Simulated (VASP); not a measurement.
Write the native input for VASP 6.6.1 that does the following.

```
Task                   : relaxation of the atoms
Functional             : LDA
Potentials or basis    : VASP PAW LDA potentials, release 64 (In_d, As)
Cutoff                 : 600 eV
k mesh                 : 10 × 10 × 10
Occupations            : gaussian, width 0.03 eV
Spin                   : no spin polarisation
Further INCAR settings : ALGO = Normal; EDIFF = 1e-07; IBRION = 2; EDIFFG = -0.01; NSW = 40
```

The structure of InAs lies in POSCAR:

```
InAs                                    
1.0
    0.0000000000      3.0360526154      3.0360526154
    3.0360526154      0.0000000000      3.0360526154
    3.0360526154      3.0360526154      0.0000000000
  In              As            
     1     1
Direct
     0.0000000000000000    0.0000000000000000    0.0000000000000000
     0.2500000000000000    0.2500000000000000    0.2500000000000000
```

The cell isn't the ideal one: a relaxed cell with its volume scaled by 1.02.

The input as run:

INCAR

```
PREC = Accurate
ENCUT = 600
EDIFF = 1E-7
ISMEAR = 0
SIGMA = 0.03
LREAL = False
LASPH = True
NELM = 80
ALGO = Normal
ISIF = 2
LWAVE = False
LCHARG = False
IBRION = 2
NSW = 40
EDIFFG = -0.01
```

KPOINTS

```
Automatic mesh
0
Gamma
  10 10 10
```

Potentials or basis: VASP PAW LDA potentials, release 64 (In_d, As).

The run is started by

```sh
$ cat potpaw_LDA.64/In_d/POTCAR potpaw_LDA.64/As/POTCAR > POTCAR
$ mpirun -np 1 vasp_std > vasp.out
```

It gave:

- Pressure after relaxing: -1.1 GPa
- Band gap on the k mesh: none (metal or under the smearing width)

Caveat: the relaxation stopped at its first step, so nothing moved.

Run time: 22 s on 1 thread of Intel(R) Xeon(R) Platinum 8488C (Sapphire Rapids), on a shared host, peak memory 0.2 GiB.
